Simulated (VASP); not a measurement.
A run of VASP 6.6.1 is set up as follows.

File POSCAR:

```
BAs                                     
1.0
    0.0000000000      2.3885000000      2.3885000000
    2.3885000000      0.0000000000      2.3885000000
    2.3885000000      2.3885000000      0.0000000000
  B               As            
     1     1
Direct
     0.0000000000000000    0.0000000000000000    0.0000000000000000
     0.2500000000000000    0.2500000000000000    0.2500000000000000
```

INCAR.step1

```
PREC = Accurate
ENCUT = 520
EDIFF = 1E-5
ISMEAR = 0
SIGMA = 0.03
LREAL = False
LASPH = True
NELM = 80
ALGO = Normal
LWAVE = True
LCHARG = False
KPAR = 4
GGA = PE
```

The input INCAR.step2:

```
PREC = Accurate
ENCUT = 520
EDIFF = 1E-6
ISMEAR = 0
SIGMA = 0.03
LREAL = False
LASPH = True
NELM = 80
ALGO = Normal
ISIF = 3
LWAVE = False
LCHARG = False
GGA = PE
LHFCALC = True
HFSCREEN = 0.2
PRECFOCK = Fast
IBRION = 2
NSW = 25
EDIFFG = -0.01
KPAR = 4
ISTART = 1
```

Contents of KPOINTS:

```
regular mesh
0
Gamma
  6 6 6
```

Potentials or basis: VASP PAW PBE potentials, release 64 (B, As).

Command:

```bash
$ cat potpaw_PBE.64/B/POTCAR potpaw_PBE.64/As/POTCAR > POTCAR
$ cp INCAR.step1 INCAR
$ mpirun -np 4 vasp_std > vasp.out
$ cp INCAR.step2 INCAR
$ mpirun -np 4 vasp_std > vasp.out
```

Problem. Estimate the band gap on the k mesh.

Solution. 1.96 eV, indirect (least direct gap 4.14 eV).

Problem. What does it give for the space group after relaxing (to 0.05 Å)?

Solution. F-43m (No. 216).

Problem. What does it give for the relaxed volume?

Solution. 13.57 Å³/atom.

Step by step:
```tsv
step	energy change (eV)	largest force (eV/Å)	pressure (GPa)	volume (Å³)
1	0.0000	0.0000	-0.59	27.25
2	-0.0001	0.0000	0.47	27.05
3	-0.0002	0.0000	0.02	27.14
```

Caveat: the PAW data sets were made with another functional, which shifts forces and pressure a little. A k mesh can miss the band edges.
